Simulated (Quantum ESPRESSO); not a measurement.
# Ir (Fm-3m) in Quantum ESPRESSO: single point with PBEsol

Aim: the single point of Ir with PBEsol.

Everything below comes from runs of Quantum ESPRESSO 7.5. Logs are shortened: lines on timing, memory, paths and dates and some standing lists are left out, and cuts for length are marked.

## Step 1: The structure

Symmetry: Fm-3m, No. 225, cubic system. Conventional cell: a = 3.831 Å, b = 3.831 Å, c = 3.831 Å, α = 90.00°, β = 90.00°, γ = 90.00°. Around Ir (site symmetry m-3m) lie 12 Ir at 2.71 Å.

## Step 2: Single point, PBEsol

File run.py:

```python
import numpy as np
from ase.calculators.espresso import Espresso, EspressoProfile
from ase.io import read

atoms = read('Ir.xyz')

input_data = {
    'control': {'calculation': 'scf', 'prefix': 'pwscf', 'outdir': './tmp', 'tprnfor': True, 'tstress': True, 'disk_io': 'nowf'},
    'system': {'ecutwfc': 45.0, 'ecutrho': 360.0, 'nbnd': 13, 'occupations': 'smearing', 'smearing': 'fd', 'degauss': 0.00367493},
    'electrons': {'conv_thr': 2e-10, 'electron_maxstep': 120, 'mixing_beta': 0.5},
}
pseudopotentials = {'Ir': 'ir_pbesol_v1.2.uspp.F.UPF'}
profile = EspressoProfile(command='mpirun -n 2 pw.x -nk 2', pseudo_dir='pseudo')
dft = Espresso(profile=profile, input_data=input_data, pseudopotentials=pseudopotentials, kpts=(12, 12, 12), koffset=(0, 0, 0))
atoms.calc = dft

print(f'energy {atoms.get_potential_energy():.8f} eV')
print('forces (eV/A)')
print(np.round(atoms.get_forces(), 6))
print('stress (eV/A^3, Voigt)')
print(np.round(atoms.get_stress(), 8))
print(f'Fermi level {dft.get_fermi_level():.4f} eV')
```

File Ir.xyz:

```xyz
1
Lattice="0.0000000000 1.9156000000 1.9156000000 1.9156000000 0.0000000000 1.9156000000 1.9156000000 1.9156000000 0.0000000000" Properties=species:S:1:pos:R:3 pbc="T T T"
Ir     0.0000000000      0.0000000000      0.0000000000
```

Potentials or basis: GBRV 1.5 PBEsol.

On the command line:

```console
OMP_NUM_THREADS=1 python run.py
```

The program printed:

```text
energy -2471.65890911 eV
forces (eV/A)
[[0. 0. 0.]]
stress (eV/A^3, Voigt)
[ 0.00443286  0.00443286  0.00443286  0.         -0.         -0.        ]
Fermi level 24.9796 eV
```

espresso.pwi:

```text
&CONTROL
   calculation      = 'scf'
   tstress          = .true.
   tprnfor          = .true.
   outdir           = './tmp'
   prefix           = 'pwscf'
   disk_io          = 'nowf'
   pseudo_dir       = 'pseudo'
/
&SYSTEM
   nbnd             = 13
   ecutwfc          = 45.0
   ecutrho          = 360.0
   occupations      = 'smearing'
   degauss          = 0.00367493
   smearing         = 'fd'
   ntyp             = 1
   nat              = 1
   ibrav            = 0
/
&ELECTRONS
   electron_maxstep = 120
   conv_thr         = 2e-10
   mixing_beta      = 0.5
/
&IONS
/
&CELL
/
&FCP
/
&RISM
/
ATOMIC_SPECIES
Ir 192.217 ir_pbesol_v1.2.uspp.F.UPF

K_POINTS automatic
12 12 12  0 0 0

CELL_PARAMETERS angstrom
0.00000000000000 1.91560000000000 1.91560000000000
1.91560000000000 0.00000000000000 1.91560000000000
1.91560000000000 1.91560000000000 0.00000000000000

ATOMIC_POSITIONS angstrom
Ir 0.0000000000 0.0000000000 0.0000000000
```

espresso.pwo:

```text
This program is part of the open-source Quantum ESPRESSO suite
     for quantum simulation of materials; please cite
         "P. Giannozzi et al., J. Phys.:Condens. Matter 21 395502 (2009);
         "P. Giannozzi et al., J. Phys.:Condens. Matter 29 465901 (2017);
         "P. Giannozzi et al., J. Chem. Phys. 152 154105 (2020);
     in publications or presentations arising from this work. More details at

Warning: card &CELL ignored
Warning: card &FCP ignored
Warning: card &RISM ignored

     Message from routine setup:
[... 7 lines left out ...]
     --------------------
     sticks:   dense  smooth     PW     G-vecs:    dense   smooth      PW
     Sum         649     313    109                10969     3839     749

     Using Slab Decomposition

     bravais-lattice index     =            0
     lattice parameter (alat)  =       5.1194  a.u.
     unit-cell volume          =      94.8727 (a.u.)^3
     number of atoms/cell      =            1
     number of atomic types    =            1
     number of electrons       =        15.00
     number of Kohn-Sham states=           13
     kinetic-energy cutoff     =      45.0000  Ry
     charge density cutoff     =     360.0000  Ry
     scf convergence threshold =      2.0E-10
     mixing beta               =       0.5000
     number of iterations used =            8  plain     mixing
     Exchange-correlation= SLA  PW   PSX  PSC
                           (   1   4  10   8   0   0   0)

     celldm(1)=   5.119396  celldm(2)=   0.000000  celldm(3)=   0.000000
     celldm(4)=   0.000000  celldm(5)=   0.000000  celldm(6)=   0.000000

     crystal axes: (cart. coord. in units of alat)
               a(1) = (   0.000000   0.707107   0.707107 )
               a(2) = (   0.707107   0.000000   0.707107 )
               a(3) = (   0.707107   0.707107   0.000000 )

     reciprocal axes: (cart. coord. in units 2 pi/alat)
               b(1) = ( -0.707107  0.707107  0.707107 )
               b(2) = (  0.707107 -0.707107  0.707107 )
               b(3) = (  0.707107  0.707107 -0.707107 )

     PseudoPot. # 1 for Ir read from file:
     ir_pbesol_v1.2.uspp.F.UPF
     Pseudo is Ultrasoft + core correction, Zval = 15.0
     Generated by new atomic code, or converted to UPF format
     Using radial grid of  983 points,  7 beta functions with:
                l(1) =   0
                l(2) =   0
                l(3) =   1
                l(4) =   1
                l(5) =   1
                l(6) =   2
                l(7) =   2
     Q(r) pseudized with  8 coefficients,  rinner =    1.400   1.400   1.400
                                                       1.400   1.400

     atomic species   valence    mass     pseudopotential
     Ir               15.00   192.21700     Ir( 1.00)

     48 Sym. Ops., with inversion, found

   Cartesian axes

     site n.     atom                  positions (alat units)
         1        Ir     tau(   1) = (   0.0000000   0.0000000   0.0000000  )

     number of k points=    72  Fermi-Dirac smearing, width (Ry)=  0.0037
                       cart. coord. in units 2pi/alat
        k(    1) = (   0.0000000   0.0000000   0.0000000), wk =   0.0011574
        k(    2) = (   0.0589256   0.0589256  -0.0589256), wk =   0.0092593
        k(    3) = (   0.1178511   0.1178511  -0.1178511), wk =   0.0092593
        k(    4) = (   0.1767767   0.1767767  -0.1767767), wk =   0.0092593
        k(    5) = (   0.2357023   0.2357023  -0.2357023), wk =   0.0092593
        k(    6) = (   0.2946278   0.2946278  -0.2946278), wk =   0.0092593
[... 64 lines left out ...]
        k(   71) = (  -0.7071068   0.2357023   0.0000000), wk =   0.0138889
        k(   72) = (  -0.7071068   0.3535534   0.0000000), wk =   0.0069444

     Dense  grid:    10969 G-vectors     FFT dimensions: (  32,  32,  32)

     Smooth grid:     3839 G-vectors     FFT dimensions: (  24,  24,  24)

     Initial potential from superposition of free atoms

     starting charge      14.5000, renormalised to      15.0000

     negative rho (up, down):  3.712E-01 0.000E+00
     Starting wfcs are   12 randomized atomic wfcs +    1 random wfcs

     Self-consistent Calculation

     iteration #  1     ecut=    45.00 Ry     beta= 0.50
     Davidson diagonalization with overlap
     ethr =  1.00E-02,  avg # of iterations =  4.1

     negative rho (up, down):  3.254E-01 0.000E+00

     total energy              =    -181.54726401 Ry
     estimated scf accuracy    <       0.67610454 Ry

     iteration #  2     ecut=    45.00 Ry     beta= 0.50
     Davidson diagonalization with overlap
     ethr =  4.51E-03,  avg # of iterations =  2.1
[... 51 lines left out ...]
     iteration #  8     ecut=    45.00 Ry     beta= 0.50
     Davidson diagonalization with overlap
     ethr =  1.06E-11,  avg # of iterations =  2.0

     negative rho (up, down):  3.150E-01 0.000E+00

     End of self-consistent calculation

          k = 0.0000 0.0000 0.0000 (   531 PWs)   bands (ev):

   -24.3842 -24.3842 -24.3842  13.7848  21.0157  21.0157  21.0157  23.7471
    23.7471  35.7334  38.5477  44.0932  44.0932

          k = 0.0589 0.0589-0.0589 (   507 PWs)   bands (ev):

   -24.4406 -24.3918 -24.3918  14.0954  20.8531  21.1460  21.1460  23.6636
    23.6636  35.7333  39.0834  42.8180  44.6172

          k = 0.1179 0.1179-0.1179 (   489 PWs)   bands (ev):
[... 111 lines left out ...]
   -25.0505 -24.6458 -24.4986  17.8131  20.3952  21.1271  21.8172  24.3863
    27.6635  34.7626  35.7430  40.3324  41.9438

          k =-0.0589-0.2946 0.2946 (   486 PWs)   bands (ev):

   -24.9267 -24.6126 -24.4634  17.5601  20.0421  20.8967  22.0796  23.2727
    26.4325  35.7291  37.5426  41.3614  42.8633

          k = 0.0000-0.2357 0.2357 (   487 PWs)   bands (ev):

   -24.7888 -24.5469 -24.4323  16.5903  19.9078  21.3359  22.2366  22.5975
    25.1758  35.7319  39.3815  42.2082  44.5677

          k = 0.3536 0.0000 0.0000 (   480 PWs)   bands (ev):

   -24.7810 -24.5354 -24.5354  16.7757  19.0158  21.8749  23.0335  23.0335
    24.7111  35.7323  42.5621  42.9368  42.9368

          k = 0.4125 0.0589-0.0589 (   484 PWs)   bands (ev):

   -24.8955 -24.5787 -24.5704  17.3910  18.7071  21.6232  23.3826  24.2521
    25.1955  35.7315  40.0428  41.7915  42.5034

          k = 0.4714 0.1179-0.1179 (   478 PWs)   bands (ev):
[... 11 lines left out ...]
   -25.0561 -24.7737 -24.5729  18.2575  19.6188  21.2321  22.7041  25.4796
    30.3816  32.0222  35.7353  38.9361  42.6258

          k =-0.0589-0.4125 0.4125 (   486 PWs)   bands (ev):

   -25.0118 -24.7919 -24.5388  18.6112  19.8712  20.7008  22.5719  24.4896
    29.0093  34.6958  35.7405  38.3110  42.6557

          k = 0.0000-0.3536 0.3536 (   489 PWs)   bands (ev):

   -24.9682 -24.7295 -24.4988  18.5680  19.9248  20.3341  22.4844  23.5450
    27.8607  35.7225  36.5740  39.4592  42.3772

          k = 0.4714 0.0000-0.0000 (   480 PWs)   bands (ev):

   -24.9682 -24.6102 -24.6102  17.3793  18.2278  22.7874  24.4208  24.4208
    25.2496  35.7310  40.0828  40.0828  41.5292

          k = 0.5303 0.0589-0.0589 (   479 PWs)   bands (ev):
[... 21 lines left out ...]
   -25.1008 -24.6646 -24.6646  17.1290  17.7081  25.1377  25.6740  25.7914
    25.7914  35.7242  37.5458  37.5458  37.6996

          k =-0.0589-0.6482 0.6482 (   472 PWs)   bands (ev):

   -25.1225 -24.7027 -24.6721  17.1569  17.7211  24.5569  25.4287  26.2706
    28.0751  34.9650  35.7458  37.2521  37.3358

          k = 0.0000-0.5893 0.5893 (   478 PWs)   bands (ev):

   -25.0884 -24.7736 -24.6556  17.4734  18.1609  23.2951  24.8617  26.0322
    30.5411  32.8819  35.7321  36.9367  38.4044

          k =-0.7071 0.0000 0.0000 (   468 PWs)   bands (ev):

   -25.1484 -24.6844 -24.6844  16.9562  17.5279  25.8367  26.4405  26.4405
    26.6542  35.5247  35.8345  36.4793  36.4793

          k = 0.2357 0.1179 0.0000 (   496 PWs)   bands (ev):

   -24.6602 -24.4834 -24.4335  15.6782  19.9700  21.6223  21.9473  22.8114
    24.3226  35.7326  40.8470  41.5822  44.5069

          k = 0.2946 0.1768-0.0589 (   487 PWs)   bands (ev):

   -24.8192 -24.5367 -24.4579  16.7367  19.7846  21.2395  22.1587  23.2180
    25.1200  35.7317  39.1545  42.1765  44.5290

          k = 0.3536 0.2357-0.1179 (   490 PWs)   bands (ev):
[... 6 lines left out ...]
   -25.0999 -24.5986 -24.5178  17.5323  20.3745  21.4982  21.7719  25.3198
    27.4928  33.6090  35.7382  39.9237  42.5691

          k =-0.2357-0.3536 0.4714 (   482 PWs)   bands (ev):

   -25.1430 -24.6055 -24.5291  17.5160  20.2453  21.5744  22.2492  25.6856
    28.4424  31.9425  35.7365  39.6185  42.6301

          k = 0.3536 0.1179 0.0000 (   487 PWs)   bands (ev):

   -24.8270 -24.5617 -24.5099  17.0723  19.1709  21.2709  23.0288  23.2730
    25.1461  35.7319  40.2871  42.4610  43.6065

          k = 0.4125 0.1768-0.0589 (   483 PWs)   bands (ev):

   -24.9472 -24.6228 -24.5388  17.8517  19.1989  20.7475  22.9984  24.3821
    26.3328  35.7292  37.7184  41.3371  42.0403

          k =-0.2357-0.4714 0.5893 (   482 PWs)   bands (ev):
[... 11 lines left out ...]
   -25.0630 -24.7267 -24.5519  18.3569  19.7415  21.0551  22.3856  25.1311
    29.2465  33.1579  35.7368  39.6837  41.5102

          k =-0.0589-0.2946 0.4125 (   487 PWs)   bands (ev):

   -24.9966 -24.7028 -24.5189  18.4135  20.0670  20.1094  22.5909  24.1555
    27.8483  35.6869  35.9246  39.9430  41.8539

          k = 0.0000-0.2357 0.3536 (   490 PWs)   bands (ev):

   -24.9089 -24.6330 -24.4836  17.8157  19.5552  20.6785  22.8246  23.1096
    26.4660  35.7300  38.1581  41.2865  42.6992

          k = 0.4714 0.1179-0.0000 (   476 PWs)   bands (ev):

   -24.9780 -24.6393 -24.5957  17.7203  18.4574  21.6888  24.4029  24.4146
    26.2372  35.7297  38.3735  39.8295  41.5082

          k =-0.1768-0.5303 0.6482 (   480 PWs)   bands (ev):
[... 26 lines left out ...]
   -25.0704 -24.7669 -24.6655  17.7024  18.3112  22.5934  24.5624  26.1572
    30.3038  33.5449  35.7353  36.8952  38.5256

          k =-0.0000-0.4714 0.5893 (   483 PWs)   bands (ev):

   -25.0069 -24.8598 -24.6402  18.1156  18.9721  21.6613  23.8231  25.8192
    31.6370  32.8474  35.7247  36.2991  39.6723

          k =-0.7071 0.1179-0.0000 (   480 PWs)   bands (ev):

   -25.1181 -24.7163 -24.6864  17.2732  17.8141  24.0507  25.2630  26.4419
    29.1991  34.3652  35.7437  36.3002  37.5966

          k =-0.2357-0.4714 0.7071 (   481 PWs)   bands (ev):

   -24.9910 -24.7183 -24.5693  18.6239  19.1114  20.2691  23.6870  24.4201
    27.9411  35.7199  36.4636  38.8908  41.4647

          k =-0.1768-0.4125 0.6482 (   487 PWs)   bands (ev):
[... 11 lines left out ...]
   -25.0277 -24.7802 -24.6536  18.2939  18.7792  21.1748  24.0995  25.7830
    29.9278  34.8233  35.7463  36.5890  39.4385

          k =-0.0589-0.4125 0.6482 (   485 PWs)   bands (ev):

   -24.9828 -24.8595 -24.6662  18.5469  19.3020  20.7471  23.4137  26.1100
    31.9893  33.1967  35.7256  36.1245  38.9049

          k = 0.0000-0.3536 0.5893 (   485 PWs)   bands (ev):

   -24.9494 -24.8943 -24.6435  18.8650  19.7421  20.0468  23.2489  25.7811
    31.0140  35.0271  35.2495  35.7516  39.7091

          k =-0.7071 0.2357 0.0000 (   478 PWs)   bands (ev):

   -25.0347 -24.8028 -24.6904  18.0686  18.6588  21.8450  23.9374  26.4448
    31.8006  33.4539  35.5797  35.7406  38.2166

          k =-0.7071 0.3536 0.0000 (   488 PWs)   bands (ev):

   -24.9196 -24.9196 -24.6925  18.6203  20.0222  20.0222  23.1198  26.4462
    33.1936  34.0468  34.0468  35.7403  38.3322

     the Fermi energy is    24.9796 ev

!    total energy              =    -181.66359501 Ry
     estimated scf accuracy    <          4.5E-11 Ry
     smearing contrib. (-TS)   =      -0.00034230 Ry
     internal energy E=F+TS    =    -181.66325271 Ry

     The total energy is F=E-TS. E is the sum of the following terms:
     one-electron contribution =      -6.38816669 Ry
     hartree contribution      =      17.41868579 Ry
     xc contribution           =     -50.20681783 Ry
     ewald contribution        =    -142.48695398 Ry

     convergence has been achieved in   8 iterations

     negative rho (up, down):  3.150E-01 0.000E+00

     Forces acting on atoms (cartesian axes, Ry/au):

     atom    1 type  1   force =     0.00000000    0.00000000    0.00000000

     Total force =     0.000000     Total SCF correction =     0.000000

     Computing stress (Cartesian axis) and pressure

     negative rho (up, down):  3.150E-01 0.000E+00
          total   stress  (Ry/bohr**3)                   (kbar)     P=       -7.10
  -0.00004828   0.00000000   0.00000000           -7.10        0.00        0.00
   0.00000000  -0.00004828  -0.00000000            0.00       -7.10       -0.00
   0.00000000  -0.00000000  -0.00004828            0.00       -0.00       -7.10

=------------------------------------------------------------------------------=
   JOB DONE.
=------------------------------------------------------------------------------=
```

Run time: 5.4 s. Hardware: 2 MPI ranks of Arm Neoverse V1, shared host; peak memory 0.2 GiB.

What came out:

- Free energy: -2471.6591 eV
- Pressure: -0.7 GPa
- Band gap on the k mesh: none (metal or under the smearing width)

Levels at points of the mesh, in eV from the Fermi level:
| k point | band 3 | band 4 | band 5 | band 6 | band 7 | band 8 | band 9 | band 10 | band 11 | band 12 |
| --- | --- | --- | --- | --- | --- | --- | --- | --- | --- | --- |
| (0.00, 0.00, 0.00) | -49.36 | -11.19 | -3.96 | -3.96 | -3.96 | -1.23 | -1.23 | 10.75 | 13.57 | 19.11 |
| (0.00, 0.00, -0.50) | -49.48 | -8.20 | -4.07 | -4.07 | -0.80 | 0.88 | 0.88 | 7.34 | 10.76 | 13.22 |
| (0.00, -0.50, -0.50) | -49.66 | -8.02 | -7.45 | 0.86 | 1.46 | 1.46 | 1.67 | 10.55 | 10.85 | 11.50 |

## Step 3: The reference run

An earlier run on the cell as given: functional PBEsol; potentials or basis GBRV 1.5 PBEsol; cutoff 612 eV; density cutoff 4898 eV; k mesh 12 × 12 × 12; occupations fermi-dirac, width 0.05 eV; no spin polarisation.

- Pressure: -0.7 GPa
- Band gap on the k mesh: none (metal or under the smearing width)
